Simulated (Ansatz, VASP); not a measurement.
# Li2O in VASP and in Ansatz

```
Li O
1.0
     0.00000    2.28993    2.28993
     2.28993    0.00000    2.28993
     2.28993    2.28993    0.00000
Li O
2 1
Direct
  0.25000 0.25000 0.25000
  0.75000 0.75000 0.75000
  0.00000 0.00000 0.00000
```

Alike in both runs: task relaxation of cell and atoms; functional PBEsol; k mesh 8 × 8 × 8; no spin polarisation.

```csv
,VASP,Ansatz
version,VASP 6.6.1,Ansatz 0.2.0
potentials or method,"VASP PAW PBE potentials, release 64 (Li_sv, O)","scalar-relativistic, plane waves, PAW"
plane-wave cutoff (eV),600,420
occupations,"gaussian, width 0.01 eV",fixed
valence electrons in the cell,12,12
```

|  | VASP | Ansatz | Ansatz less VASP |
| --- | --- | --- | --- |
| gap on the k mesh at the Fermi level, each at its own relaxed structure (eV) | 4.86 | 4.88 | +0.015 |
| relaxed volume (Å³/atom) | 8.01 | 8.01 | -0.005 |
| relaxed cell length with the largest relative difference (Å) | 3.239 | 3.238 | -0.0006 |

Caveats: the cutoff is under 1.25 times the usual one of these potentials, so pressure, stress and relaxed cells hold a basis-set (Pulay) error (VASP); the PAW data sets were made with another functional, which shifts forces and pressure a little (VASP). A k mesh can miss the band edges.
